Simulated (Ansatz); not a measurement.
Runs of Ansatz 0.2.0 on GaN. It takes space group P6_3mc (No. 186, hexagonal). Conventional cell: a = 3.180 Å, b = 3.180 Å, c = 5.166 Å, α = 90.00°, β = 90.00°, γ = 120.00°. Ga (site symmetry 3m) is surrounded by 4 N at 1.94 to 1.95 Å. Around N (site symmetry 3m) lie 4 Ga at 1.94 to 1.95 Å. 

| level | cutoff (eV) | gap on the mesh (eV) | pressure (GPa) | largest force (eV/Å) |
| --- | --- | --- | --- | --- |
| r2SCANh | 500 | 3.11 | -0.5 | 0.15 |
| HSEsol | 420 | 3.19 | -3.3 | 0.15 |
| B3LYP | 420 | 3.66 | 6.3 | (a) |
| r2SCAN0 | 500 | 4.24 | -2.6 | 0.16 |
| r2SCAN50 | 500 | (b) | -5.9 | 0.17 |

Alike in all rows: task band structure; potentials or basis Ansatz PAW; no spin polarisation; cell as given; k mesh 5 × 5 × 3; smearing fermi-dirac 0.05 eV; the mesh is coarse, so values aren't converged.

**Question.** Fill in the values left out.

**Answer.** (a) 0.14; (b) 6.18.

Caveats: all runs use coarse meshes; the PAW data sets come from PBE, with cores solved anew for the run's functional, which leaves a small shift of forces and pressure; the thresholds are loose for stress.

A k mesh can miss the band edges, and the runs leave out spin-orbit coupling on Ga.
